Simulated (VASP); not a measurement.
# ZnCu (Pm-3m) in VASP: a series of runs

The runs below take ZnCu through single point, with r2SCAN.

Everything below comes from runs of VASP 6.6.1. Logs are shortened: lines on timing, memory, paths and dates and some standing lists are left out, and cuts for length are marked.

## Step 1: The crystal as given

It takes space group Pm-3m (No. 221, cubic). Conventional cell: a = 2.921 Å, b = 2.921 Å, c = 2.921 Å, α = 90.00°, β = 90.00°, γ = 90.00°. Zn (site symmetry m-3m) is surrounded by 8 Cu at 2.53 Å. Around Cu (site symmetry m-3m) lie 8 Zn at 2.53 Å.

The cell comes from a database or a generator and needn't be the stable form of this composition.

## Step 2: Single point, r2SCAN

Input file POSCAR:

```
ZnCu
1.0
    2.9205539200      0.0000000000      0.0000000000
    0.0000000000      2.9205539200      0.0000000000
    0.0000000000      0.0000000000      2.9205539200
Zn Cu
1 1
Direct
    0.5000000000      0.5000000000      0.5000000000
    0.0000000000      0.0000000000      0.0000000000
```

Input file INCAR.step1:

```
  PREC = Accurate
  ENCUT = 520
  ISMEAR = -1
  SIGMA = 0.05
  LREAL = F
  LASPH = T
  NELM = 100
  NBANDS = 18
  GGA = PE
  ALGO = Normal
  EDIFF = 1E-4
  LWAVE = T
  LCHARG = F
```

Input file INCAR.step2:

```
  PREC = Accurate
  ENCUT = 520
  EDIFF = 1E-6
  ISMEAR = -1
  SIGMA = 0.05
  LREAL = F
  LASPH = T
  NELM = 100
  ALGO = Normal
  ISIF = 2
  LWAVE = F
  LCHARG = T
  METAGGA = R2SCAN
  LMIXTAU = T
  LELF = T
  LVHAR = T
  NBANDS = 18
  ISTART = 1
```

Input file KPOINTS:

```
Automatic mesh
0
Gamma
  12 12 12
```

Potentials or basis: VASP PAW PBE potentials, release 64 (Zn, Cu).

Launch:

```console
> cat potpaw_PBE.64/Zn/POTCAR potpaw_PBE.64/Cu/POTCAR > POTCAR
> cp INCAR.step1 INCAR
> mpirun -np 1 vasp_std > vasp.out
> cp INCAR.step2 INCAR
> mpirun -np 1 vasp_std > vasp.out
```

OUTCAR:

```text
PREC = Accurate
   ENCUT = 520
   EDIFF = 1E-6
   ISMEAR = -1
   LREAL = F
   LASPH = T
   NELM = 100
   ISIF = 2
   METAGGA = R2SCAN
   ISTART = 1

 ion  position               nearest neighbor table
   1  0.500  0.500  0.500-   2 2.53   2 2.53   2 2.53   2 2.53   2 2.53   2 2.53   2 2.53   2 2.53

   2  0.000  0.000  0.000-   1 2.53   1 2.53   1 2.53   1 2.53   1 2.53   1 2.53   1 2.53   1 2.53

  LATTYP: Found a simple cubic cell.
 ALAT       =     2.9205539200

  Lattice vectors:

 A1 = (   2.9205539200,   0.0000000000,   0.0000000000)
 A2 = (   0.0000000000,   2.9205539200,   0.0000000000)
 A3 = (   0.0000000000,   0.0000000000,   2.9205539200)

Analysis of symmetry for initial positions (statically):
=====================================================================
 Subroutine PRICEL returns:
 Original cell was already a primitive cell.

 Routine SETGRP: Setting up the symmetry group for a
 simple cubic supercell.

 Subroutine GETGRP returns: Found 48 space group operations
 (whereof 48 operations were pure point group operations)
 out of a pool of 48 trial point group operations.

The static configuration has the point symmetry O_h .

Analysis of symmetry for dynamics (positions and initial velocities):
=====================================================================
 Subroutine PRICEL returns:
 Original cell was already a primitive cell.

 Routine SETGRP: Setting up the symmetry group for a
 simple cubic supercell.

 Subroutine GETGRP returns: Found 48 space group operations
 (whereof 48 operations were pure point group operations)
 out of a pool of 48 trial point group operations.

The dynamic configuration has the point symmetry O_h .

 Subroutine INISYM returns: Found 48 space group operations
 (whereof 48 operations are pure point group operations),
 and found     1 'primitive' translations

----------------------------------------------------------------------------------------

                                     Primitive cell

  volume of cell :      24.9113

  direct lattice vectors                    reciprocal lattice vectors
     2.920553920  0.000000000  0.000000000     0.342400800  0.000000000  0.000000000
     0.000000000  2.920553920  0.000000000     0.000000000  0.342400800  0.000000000
     0.000000000  0.000000000  2.920553920     0.000000000  0.000000000  0.342400800

  length of vectors
     2.920553920  2.920553920  2.920553920     0.342400800  0.342400800  0.342400800

  position of ions in fractional coordinates (direct lattice)
     0.500000000  0.500000000  0.500000000
     0.000000000  0.000000000  0.000000000

  ion indices of the primitive-cell ions
   primitive index   ion index
                 1           1
                 2           2

----------------------------------------------------------------------------------------

 KPOINTS: Automatic mesh

Automatic generation of k-mesh.
 Grid dimensions read from file:
 generate k-points for:   12   12   12

 Generating k-lattice:

  Cartesian coordinates                     Fractional coordinates (reciprocal lattice)
     0.028533400  0.000000000  0.000000000     0.083333333  0.000000000  0.000000000
     0.000000000  0.028533400  0.000000000     0.000000000  0.083333333  0.000000000
     0.000000000  0.000000000  0.028533400     0.000000000  0.000000000  0.083333333

  Length of vectors
     0.028533400  0.028533400  0.028533400

  Shift w.r.t. Gamma in fractional coordinates (k-lattice)
     0.000000000  0.000000000  0.000000000

 Subroutine IBZKPT returns following result:
 ===========================================

 Found     84 irreducible k-points:

 Following reciprocal coordinates:
            Coordinates               Weight
  0.000000  0.000000  0.000000      1.000000
  0.083333  0.000000  0.000000      6.000000
  0.166667  0.000000  0.000000      6.000000
  0.250000  0.000000  0.000000      6.000000
  0.333333  0.000000  0.000000      6.000000
  0.416667  0.000000  0.000000      6.000000
[... 16 lines left out ...]
  0.333333  0.333333  0.000000     12.000000
  0.416667  0.333333  0.000000     24.000000
 [... further k-points ...]
   k-points           NKPTS =     84   k-points in BZ     NKDIM =     84   number of bands    NBANDS=     18
   number of dos      NEDOS =    301   number of ions     NIONS =      2
   total plane-waves  NPLWV =  13824
   dimension x,y,z NGX =    24 NGY =   24 NGZ =   24
   dimension x,y,z NGXF=    48 NGYF=   48 NGZF=   48
   ions per type =               1   1
   NGX,Y,Z   is equivalent  to a cutoff of  13.66, 13.66, 13.66 a.u.
   NGXF,Y,Z  is equivalent  to a cutoff of  27.32, 27.32, 27.32 a.u.
 SYSTEM =  unknown system
   PREC   = accura    normal or accurate (medium, high low for compatibility)
   ISTART =      1    job   : 0-new  1-cont  2-samecut
   ICHARG =      0    charge: 1-file 2-atom 10-const
   ISPIN  =      1    spin polarized calculation?
   LNONCOLLINEAR =      F non collinear calculations
   LSORBIT =      F    spin-orbit coupling
   LASPH  =      T    aspherical Exc in radial PAW
   ENCUT  =  520.0 eV  38.22 Ry    6.18 a.u.   5.43  5.43  5.43*2*pi/ulx,y,z
   NELM   =    100;   NELMIN=  2; NELMDL=  0     # of ELM steps
   EDIFF  = 0.1E-05   stopping-criterion for ELM
   LREAL  =      F    real-space projection
   EDIFFG = 0.1E-04   stopping-criterion for IOM
   NSW    =      0    number of steps for IOM
   IBRION =     -1    ionic relax: 0-MD 1-quasi-New 2-CG
   NFREE  =      0    steps in history (QN), initial steepest desc. (CG)
   ISIF   =      2    stress and relaxation
   ISYM   =      2    0-nonsym 1-usesym 2-fastsym
   POTIM  = 0.5000    time-step for ionic-motion
   TEBEG  =    0.0;   TEEND  =   0.0 temperature during run
   PSTRESS=    0.0 pullay stress
   NELECT =      23.0000    total number of electrons
   NUPDOWN=      -1.0000    fix difference up-down
   EMIN   =  10.00;   EMAX   =-10.00  energy-range for DOS
   EFERMI =   0.00;   METHOD = LEGACY
   ISMEAR =    -1;   SIGMA  =   0.05  broadening in eV -4-tet -1-fermi 0-gaus
   EFERMI_NEDOS =   21; number of points for ismear=-14 and -15
   IALGO  =     38    algorithm
   IMIX   =      4    mixing-type and parameters
     AMIX     =   0.40;   BMIX     =  1.00
     AMIX_MAG =   1.60;   BMIX_MAG =  1.00
  volume/ion in A,a.u.               =      12.46        84.05
  Fermi-wavevector in a.u.,A,eV,Ry     =   1.594112  3.012435 34.575039  2.541194
  Thomas-Fermi vector in A             =   2.692237
   LORBIT       =      0    0 simple, 1 ext, 2 COOP (PROOUT), +10 PAW based schemes
   METAGGA = R2SCAN    functional components
   LHFCALC =     F    Hartree Fock is set to
   AEXX    =    0.0000 exact exchange contribution
   IVDW    =     0    specifies the selected vdW correction
   LEPSILON=     F    determine dielectric tensor
   LRPA    =     F    only Hartree local field effects (RPA)
 non-spin polarized calculation
  energy-cutoff  :      520.00
  volume of cell :       24.91
 maximum number of plane-waves:       691
 NGX is ok and might be reduce to    24
   NGX = 11   NGY = 11   NGZ = 11

 number of electron      22.9999986 magnetization

 Free energy of the ion-electron system (eV)
  ---------------------------------------------------
  ext. energy  EPLUGINS =         0.00000000
  ---------------------------------------------------
  free energy    TOTEN  =       -19.93661291 eV

  energy without entropy =      -19.93236605  energy(sigma->0) =      -19.93448948

 E-fermi :   5.5478     XC(G=0): -13.6886

 val. band max:        5.5392466824   @ k =   0.5000   0.3333   0.3333
 cond. band min:       5.5618700398   @ k =   0.3333   0.3333   0.0000
 fundamental gap:      0.0226233574
 Fermi energy:         5.5477813872

 k-point     1 :       0.0000    0.0000    0.0000
  band No.  band energies     occupation
      1      -5.3530      2.00000
      2      -2.6420      2.00000
      3      -2.6420      2.00000
      4      -1.8686      2.00000
      5      -1.8686      2.00000
      6      -1.8686      2.00000
[... 10 lines left out ...]
     17      19.1903      0.00000
     18      30.3096      0.00000

 k-point     2 :       0.0833    0.0000    0.0000
  band No.  band energies     occupation
      1      -5.2194      2.00000
      2      -2.6257      2.00000
      3      -2.6131      2.00000
      4      -1.8806      2.00000
      5      -1.8806      2.00000
      6      -1.8628      2.00000
[... 10 lines left out ...]
     17      19.9667      0.00000
     18      28.8847      0.00000

 k-point     3 :       0.1667    0.0000    0.0000
  band No.  band energies     occupation
      1      -4.8250      2.00000
      2      -2.5807      2.00000
      3      -2.5296      2.00000
      4      -1.9131      2.00000
      5      -1.9131      2.00000
      6      -1.8466      2.00000
[... 10 lines left out ...]
     17      22.5507      0.00000
     18      26.7639      0.00000

 k-point     4 :       0.2500    0.0000    0.0000
  band No.  band energies     occupation
      1      -4.1956      2.00000
      2      -2.5180      2.00000
      3      -2.3938      2.00000
      4      -1.9573      2.00000
      5      -1.9573      2.00000
      6      -1.8243      2.00000
[... 375 lines left out ...]
      4      -2.0261      2.00000
      5      -1.9759      2.00000
      6       0.3343      2.00000
[... 10 lines left out ...]
     17      20.9995      0.00000
     18      21.6581      0.00000

 k-point    23 :       0.3333    0.3333    0.0000
  band No.  band energies     occupation
      1      -2.7349      2.00000
      2      -2.4913      2.00000
      3      -2.0795      2.00000
      4      -2.0198      2.00000
      5      -1.9165      2.00000
      6      -0.8156      2.00000
[... 10 lines left out ...]
     17      23.1628      0.00000
     18      23.3430      0.00000

 k-point    24 :       0.4167    0.3333    0.0000
  band No.  band energies     occupation
      1      -2.7176      2.00000
      2      -2.5069      2.00000
      3      -2.1119      2.00000
      4      -2.0566      2.00000
      5      -1.8155      2.00000
      6      -0.0066      2.00000
[... 10 lines left out ...]
     17      21.9965      0.00000
     18      22.5848      0.00000

 [... further k-points ...]
[... 5 lines left out ...]
  --------------------------------------------------------------------------------------
  -------------------------------------------------------------------------------------
  Total        0.0948570      0.0948570      0.0948570      0.0000000      0.0000000      0.0000000
  in kB        6.1007646      6.1007646      6.1007646      0.0000000      0.0000000      0.0000000
  external PRESSURE =       6.1007646 kB  Pullay stress =       0.0000000 kB

 VOLUME and BASIS-vectors are now :
 -----------------------------------------------------------------------------
  energy-cutoff  :      520.00
  volume of cell :       24.91
      direct lattice vectors                 reciprocal lattice vectors
     2.920553920  0.000000000  0.000000000     0.342400800  0.000000000  0.000000000
     0.000000000  2.920553920  0.000000000     0.000000000  0.342400800  0.000000000
     0.000000000  0.000000000  2.920553920     0.000000000  0.000000000  0.342400800

 POSITION                                       TOTAL-FORCE (eV/Angst)
 -----------------------------------------------------------------------------------
      1.46028      1.46028      1.46028         0.000000      0.000000      0.000000
      0.00000      0.00000      0.00000         0.000000      0.000000      0.000000
 -----------------------------------------------------------------------------------
    total drift:                                0.000000      0.000000     -0.000000

  FREE ENERGIE OF THE ION-ELECTRON SYSTEM (eV)
  ---------------------------------------------------
  free  energy   TOTEN  =       -19.9366129060 eV

  energy  without entropy=      -19.9323660488  energy(sigma->0) =      -19.93448948
```

Run time: 2.1 min. Hardware: 1 thread of AMD EPYC 7R13 (Zen 3), shared host; peak memory 0.14 GiB.

What came out:

| Item | Value |
| --- | --- |
| Free energy | -19.9366 eV |
| Pressure | 0.6 GPa |
| Band gap on the k mesh | none (metal or under the smearing width) |

Levels at points of the mesh, in eV from the Fermi level:
| k point | band 10 | band 11 | band 12 | band 13 | band 14 | band 15 |
| --- | --- | --- | --- | --- | --- | --- |
| (0.00, 0.00, 0.00) | -2.82 | -2.82 | 6.78 | 6.78 | 6.78 | 11.73 |
| (0.50, 0.00, 0.00) | -3.41 | -2.90 | -2.05 | 12.63 | 12.63 | 13.20 |
| (0.50, 0.50, 0.00) | -2.59 | -2.03 | -2.03 | 2.10 | 2.43 | 15.14 |
| (0.50, 0.50, 0.50) | -2.57 | 4.59 | 4.59 | 4.59 | 4.63 | 4.82 |

Caveat: the PAW data sets were made with another functional, which shifts forces and pressure a little.

## Step 3: Single point, r2SCAN (volume scaled by 0.9405)

Input file POSCAR:

```
ZnCu
1.0
    2.8614412177      0.0000000000      0.0000000000
    0.0000000000      2.8614412177      0.0000000000
    0.0000000000      0.0000000000      2.8614412177
Zn Cu
1 1
Direct
    0.5000000000      0.5000000000      0.5000000000
    0.0000000000      0.0000000000      0.0000000000
```

Input file INCAR.step1:

```
SYSTEM = ZnCu
PREC = Accurate
ENCUT = 520
ISMEAR = -1
SIGMA = 0.05
LREAL = .FALSE.
LASPH = .TRUE.
NELM = 100
NBANDS = 18
GGA = PE
ALGO = Normal
EDIFF = 1E-4
LWAVE = .TRUE.
LCHARG = .FALSE.
```

Input file INCAR.step2:

```
SYSTEM = ZnCu
PREC = Accurate
ENCUT = 520
EDIFF = 1E-6
ISMEAR = -1
SIGMA = 0.05
LREAL = .FALSE.
LASPH = .TRUE.
NELM = 100
ALGO = Normal
ISIF = 2
LWAVE = .FALSE.
LCHARG = .FALSE.
METAGGA = R2SCAN
LMIXTAU = .TRUE.
NBANDS = 18
ISTART = 1
```

Input file KPOINTS:

```
regular mesh
0
G
  12 12 12
  0 0 0
```

Potentials or basis: VASP PAW PBE potentials, release 64 (Zn, Cu).

Launch:

```console
> cat potpaw_PBE.64/Zn/POTCAR potpaw_PBE.64/Cu/POTCAR > POTCAR
> cp INCAR.step1 INCAR
> mpirun -np 1 vasp_std > vasp.out
> cp INCAR.step2 INCAR
> mpirun -np 1 vasp_std > vasp.out
```

Run time: 1.8 min. Hardware: 1 thread of AMD EPYC 7R13 (Zen 3), shared host; peak memory 0.14 GiB.

Results (log left out):

```yaml
Free_energy: -19.8894 eV
Pressure: 10.1 GPa
Band_gap_on_the_k_mesh: none (metal or under the smearing width)
```

Levels at points of the mesh, in eV from the Fermi level:
| k point | band 10 | band 11 | band 12 | band 13 | band 14 | band 15 |
| --- | --- | --- | --- | --- | --- | --- |
| (0.00, 0.00, 0.00) | -2.96 | -2.96 | 7.00 | 7.00 | 7.00 | 12.12 |
| (0.50, 0.00, 0.00) | -3.62 | -3.06 | -2.12 | 13.19 | 13.19 | 13.74 |
| (0.50, 0.50, 0.00) | -2.71 | -2.25 | -2.25 | 2.38 | 2.67 | 15.84 |
| (0.50, 0.50, 0.50) | -2.69 | 4.73 | 4.73 | 4.73 | 5.01 | 5.01 |

Caveat: the PAW data sets were made with another functional, which shifts forces and pressure a little.
